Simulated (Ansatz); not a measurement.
# Converging the field response of a BaZrO3 (001), BaO faces film, part 3 of 3

Which settings does the induced dipole of a BaZrO3 (001), BaO faces film need, and which can be cut?

Ansatz 0.2.0; plane-wave DFT, PBE, Ansatz PAW (the session's first sound run).

So far, equivalent conductor thickness p/(ε₀AE) (Å): step 2 (single point, setting first choice, PBE) 9.48; step 16 (run, box 26.4 Å (run 8), PBE) 9.71; step 17 (run, box 26.4 Å (run 9), PBE) 9.47; step 18 (single point, box 26.4 Å (run 4), PBE) 9.48; step 19 (LDA) 9.43.

### Step 20. Run, box 26.4 Å (run 11)

This step: plane-wave DFT, r2SCAN, Ansatz PAW (Ansatz 0.2.0).

File input.yaml:

```yaml
crystal:
  lattice:
    - [4.19, 0.0, 0.0]
    - [0.0, 4.19, 0.0]
    - [0.0, 0.0, 26.38]
  atoms:
    - { symbol: Ba, position: [0.0, 0.0, 0.3411675512] }
    - { symbol: O, position: [0.5, 0.5, 0.3411675512] }
    - { symbol: Zr, position: [0.5, 0.5, 0.4205837756] }
    - { symbol: O, position: [0.0, 0.5, 0.4205837756] }
    - { symbol: O, position: [0.5, 0.0, 0.4205837756] }
    - { symbol: Ba, position: [0.0, 0.0, 0.5] }
    - { symbol: O, position: [0.5, 0.5, 0.5] }
    - { symbol: Zr, position: [0.5, 0.5, 0.5794162244] }
    - { symbol: O, position: [0.0, 0.5, 0.5794162244] }
    - { symbol: O, position: [0.5, 0.0, 0.5794162244] }
    - { symbol: Ba, position: [0.0, 0.0, 0.6588324488] }
    - { symbol: O, position: [0.5, 0.5, 0.6588324488] }
kpoints:
  mp_grid: { grid: [6, 6, 1] }
hamiltonian:
  xc: r2scan
scf:
  occupations: { method: fixed }
  convergence: { dr2_threshold: 1.0e-10 }
efield:
  axis: 3
  dipole_correction: true
  ramp_position: 0.97
  ramp_width: 0.06
  amplitude: 0.1
output:
  write_potential: true
  write_density: true
  volumetric_format: npy
```

Started as:

```
$ ansatz run input.yaml --threads 2 --pin off --max-ram 3072MiB --backend cpu --events-out ev --progress --plain --runs-dir out
```

Numbers of over 12 decimals in the logs are rounded to 6 here.

What it wrote:

```text
[...]
Crystal: 12 atoms, lattice volume = 463.130 Å³
Basis set: ecut = 500 eV, 11777 PW (Γ), exchange–correlation on 128×128×800 points (64 copies of the dense FFT grid, shifted against one another)
Bands: 60, of which v1, the nominal top of the filled ones, is band 48 counted from 1 (47 counted from 0)
Symmetry: 8 space group operations
k-points: 10 of 36
[...]
k-point 0: bands = [... 44 lower, 1.4120, 1.5762, 1.6282, 1.6282, 4.4131, 5.0151, 5.3517, 5.5785, ... 8 higher]
  k-point 1: bands = [... 44 lower, 1.3027, 1.3907, 1.5299, 1.7104, 4.6346, 5.2292, 5.5830, 6.1517, ... 8 higher]
  k-point 2: bands = [... 44 lower, 1.3189, 1.3745, 1.5995, 1.6920, 5.2717, 5.8324, 6.2518, 6.4279, ... 8 higher]
  k-point 9: bands = [... 44 lower, 1.6333, 1.6536, 1.8274, 1.8274, 6.7626, 6.7626, 7.0309, 7.0309, ... 8 higher]
[key lines of the parts left out:]
SCF converged after 13 iterations
Free energy (F): -30285.554502 eV
Fermi energy:    1.827388 eV
Dipole field:    D = 0.034869 V/Å  (p = 0.089245 e·Å, saw-weighted, corrected)
```

Elapsed: 23 s, on 2 threads of Intel Xeon 6975P-C (Granite Rapids), shared host; peak memory 1.6 GiB; 45 s of CPU time.

The dipole corresponds to a conductor 9.199 Å thick, -2.97 % from the first choice, at 2.0 times its CPU time.

### Step 21. Single point, box 26.4 Å (run 5)

This step: plane-wave DFT, PBE, norm-conserving (Ansatz 0.2.0).

input.yaml, as its differences from that of step 20:

```diff
@@ -21,3 +21,4 @@
 hamiltonian:
-  xc: r2scan
+  xc: pbe
+  pseudopotentials: { kind: nc }
 scf:
```

What it wrote:

```text
[...]
Crystal: 12 atoms, lattice volume = 463.130 Å³
Basis set: ecut = 1240 eV, 45679 PW (Γ)
Bands: 60, of which v1, the nominal top of the filled ones, is band 48 counted from 1 (47 counted from 0)
Symmetry: 8 space group operations
k-points: 10 of 36
[...]
k-point 0: bands = [... 44 lower, 1.6453, 1.7979, 1.8578, 1.8578, 4.1852, 4.7045, 5.2878, 5.2925, ... 8 higher]
  k-point 1: bands = [... 44 lower, 1.5376, 1.5997, 1.7633, 1.9358, 4.4020, 4.9151, 5.5247, 5.8683, ... 8 higher]
  k-point 2: bands = [... 44 lower, 1.5352, 1.6168, 1.8253, 1.9185, 5.0194, 5.5031, 6.1424, 6.1950, ... 8 higher]
  k-point 9: bands = [... 44 lower, 1.8464, 1.8803, 2.0318, 2.0318, 6.4921, 6.4921, 6.7350, 6.7350, ... 8 higher]
[key lines of the parts left out:]
SCF converged after 15 iterations
Free energy (F): -8308.135639 eV
Fermi energy:    2.031790 eV
Dipole field:    D = 0.035907 V/Å  (p = 0.091900 e·Å, saw-weighted, corrected)
```

It took 57 s on 2 threads; peak memory 2.2 GiB; 1.8 min of CPU time.

The dipole corresponds to a conductor 9.472 Å thick, -0.09 % from the first choice, at 4.8 times its CPU time.

### Step 22. Single point, box 26.4 Å (run 6)

This step: plane-wave DFT, PBE, JTH PAW (Ansatz 0.2.0).

input.yaml, as its differences from that of step 21:

```diff
@@ -22,3 +22,3 @@
   xc: pbe
-  pseudopotentials: { kind: nc }
+  pseudopotentials: { kind: paw, source: jth }
 scf:
```

What it wrote:

```text
[...]
k-point 0: bands = [... 44 lower, 1.6607, 1.8048, 1.8769, 1.8769, 4.1685, 4.6840, 5.2711, 5.2952, ... 8 higher]
  k-point 1: bands = [... 44 lower, 1.5506, 1.6232, 1.7776, 1.9479, 4.3854, 4.8948, 5.5036, 5.8837, ... 8 higher]
  k-point 2: bands = [... 44 lower, 1.5551, 1.6257, 1.8384, 1.9266, 5.0032, 5.4838, 6.1748, 6.1852, ... 8 higher]
  k-point 9: bands = [... 44 lower, 1.8650, 1.9010, 2.0540, 2.0540, 6.4850, 6.4850, 6.7285, 6.7285, ... 8 higher]
[key lines of the parts left out:]
SCF converged after 16 iterations
Free energy (F): -30154.312544 eV
Fermi energy:    2.054034 eV
Dipole field:    D = 0.036033 V/Å  (p = 0.092223 e·Å, saw-weighted, corrected)
```

Wall time 69 s (2 threads); peak memory 2.7 GiB; 2.2 min of CPU time.

The dipole corresponds to a conductor 9.505 Å thick, +0.26 % from the first choice, at 5.7 times its CPU time.

### Step 23. The series together

Times are for 2 threads of Intel Xeon 6975P-C (Granite Rapids), shared host. Results by setting:

```tsv
no.	setting	equivalent conductor thickness p/(ε₀AE) (Å)	time	memory (GiB)
1	first choice	9.480	12 s	0.87
2	cutoff 250 eV	9.501	5.5 s	0.56
3	cutoff 330 eV	9.485	8 s	0.69
4	cutoff 600 eV	9.482	20 s	1.3
5	mesh 1x1	11.35	1.5 s	0.50
6	mesh 2x2	9.649	2.9 s	0.77
7	mesh 3x3	9.496	4.2 s	0.69
8	mesh 12x12	9.480	35 s	1.2
9	vacuum 10 Å	9.425	9 s	0.70
10	vacuum 14 Å	9.479	9.7 s	0.76
11	vacuum 26 Å	9.479	16 s	1.0
12	field 0.005 V/Å	9.476	11 s	0.86
13	field 0.03 V/Å	9.476	12 s	0.86
14	field 0.3 V/Å	9.516	12 s	0.88
15	SCF threshold 1e-04 eV	9.707	11 s	0.86
16	SCF threshold 1e-06 eV	9.471	11 s	0.85
17	SCF threshold 1e-08 eV	9.481	12 s	0.86
18	LDA, Ansatz PAW (420 eV)	9.428	11 s	0.85
19	r2SCAN, Ansatz PAW (500 eV)	9.199	23 s	1.6
20	PBE, norm-conserving (1240 eV)	9.472	57 s	2.2
21	PBE, JTH PAW (1380 eV)	9.505	69 s	2.7
```

### Step 24. Summary of results

```json
{"equivalent conductor thickness, first choice": "9.480 Å", "equivalent conductor thickness, cutoff 600 eV": "9.482 Å", "equivalent conductor thickness, mesh 1x1": "11.35 Å", "equivalent conductor thickness, mesh 2x2": "9.649 Å", "equivalent conductor thickness, vacuum 26 Å": "9.479 Å", "equivalent conductor thickness, SCF threshold 1e-04 eV": "9.707 Å", "equivalent conductor thickness, LDA, Ansatz PAW (420 eV)": "9.428 Å", "equivalent conductor thickness, r2SCAN, Ansatz PAW (500 eV)": "9.199 Å"}
```

In words: The first choice gives 9.48 Å. Numerical settings off by more than 1 % against it: mesh 1x1 (+19.7 %), mesh 2x2 (+1.8 %) and SCF threshold 1e-04 eV (+2.4 %). The cheapest single change that stays within 0.5 % is mesh 3x3, at 34 % of the CPU time. Functionals and files move it by -0.5 % (LDA, Ansatz PAW (420 eV)), -3.0 % (r2SCAN, Ansatz PAW (500 eV)), -0.1 % (PBE, norm-conserving (1240 eV)) and +0.3 % (PBE, JTH PAW (1380 eV)). The film is symmetric and its atoms are held, so the dipole is the electronic response to the field alone. Times of a few seconds on a shared host rank the settings only roughly. In 1 run of the series (vacuum 10 Å) the program warns that electrons reach the sawtooth's ramp, which makes dipole and work function less sure.

[Logs are printed without paths, hosts, clocks, repeated set-up lines and the standing remarks that a program may print on its own settings, such as how far it seeks lower states.]

[Hosts, paths, dates, database ids (printed as entryN), source tags and the programs' standing remarks are cut or masked in the printed files.]

[Maps of the electrostatic potential energy from Ansatz leave out the sawtooth potential of an applied field or a dipole correction, so their vacuum need not be flat; planar profiles and work functions include it.]
